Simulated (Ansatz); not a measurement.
What does this script print? It uses the Ansatz DFT code, driven from Python.

Script `cui_soc.py`:
```python
# -*- coding: utf-8 -*-
"""Levels of CuI without and with spin-orbit coupling."""

import warnings

import ansatz

warnings.simplefilter("ignore", ansatz.DeckWarning)

cui = (
    ansatz.Lattice.from_parameters(4.287188, 4.287188, 4.287188, alpha=60.0, beta=60.0, gamma=60.0)
    .atom("Cu", (0.25, 0.25, 0.25))
    .atom("I", (0.0, 0.0, 0.0))
)

calculation = (
    cui.calculation()
    .functional("PBEsol")
    .kpoints(6, 6, 6, center="gamma")
    .occupations("fixed")
    .band_table()
)
for label, variant in (("scalar-relativistic", calculation), ("spin-orbit", calculation.spin(soc=True))):
    rep = variant.run(threads=1, backend="cpu").report
    zero = rep["band_edges_ev"][0] if rep.get("band_edges_ev") else rep["fermi_energy_ev"]
    near = [round(e - zero, 3) for e in rep["eigenvalues_ev"][0] if abs(e - zero) < 3]
    print(label)
    print("  band edges (eV):", [round(e, 3) for e in rep.get("band_edges_ev") or []] or "none reported")
    print("  levels at k =", rep["kpoints_frac"][0], "within 3 eV of the zero:", near)
```

Running `python cui_soc.py` prints:
```text
scalar-relativistic
  band edges (eV): [8.005, 9.011]
  levels at k = [0.0, 0.0, 0.0] within 3 eV of the zero: [-1.871, -1.871, -0.0, -0.0, 0.0, 1.006]
spin-orbit
  band edges (eV): [8.168, 9.016]
  levels at k = [0.0, 0.0, 0.0] within 3 eV of the zero: [-2.038, -2.038, -2.038, -2.038, -0.439, -0.439, -0.0, -0.0, -0.0, 0.0, 0.848, 0.848]
```

The computed bands are complete only to about 4.7 eV above the Fermi level. Of the deposited cell: the entry's cell lengths or inner coordinates differ somewhat from later room-temperature determinations. Without a Hubbard U or exact exchange, semilocal functionals often make such 3d compounds metallic or too weakly gapped. The structure is a deposited one; some such entries were measured under pressure or heat, so a shift against it needn't be the functional's error alone. Levels are Kohn-Sham eigenvalues on this mesh. With spin-orbit coupling each level holds one electron and, with inversion or at time-reversal points, comes in pairs; a window in energy can cut a split set. Run time: 9.2 s on 1 thread of Intel(R) Xeon(R) Processor @ 2.30GHz, on a shared host, peak memory 0.68 GiB.
